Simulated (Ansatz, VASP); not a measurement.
## One calculation of Tl, two programs

```
CELL_PARAMETERS angstrom
5.77458 0.00000 0.00000
-2.88729 5.00093 0.00000
0.00000 0.00000 3.54712
ATOMIC_POSITIONS crystal
Tl 0.00000 0.00000 0.00000
Tl 0.33333 0.66667 0.50000
Tl 0.66667 0.33333 0.50000
```

Alike in both runs: task single point; functional RPBE; k mesh 7 × 7 × 10; occupations fermi-dirac, width 0.1 eV; no spin polarisation.

|  | VASP | Ansatz |
| --- | --- | --- |
| version | VASP 6.6.1 | Ansatz 0.2.0 |
| potentials or method | VASP PAW PBE potentials, release 64 (Tl_d) | plane waves (420 eV) with PAW, scalar-relativistic |
| plane-wave cutoff (eV) | 520 | 420 |
| valence electrons in the cell | 39 | 39 |

Ansatz gave:

```
pressure (GPa) : 0.0
```

Q: Estimate VASP's values.

A: Pressure (GPa): -0.1.

Caveats: the PAW data sets were made with another functional, which shifts forces and pressure a little (VASP). Spin-orbit coupling is left out, which matters for the levels of Tl.
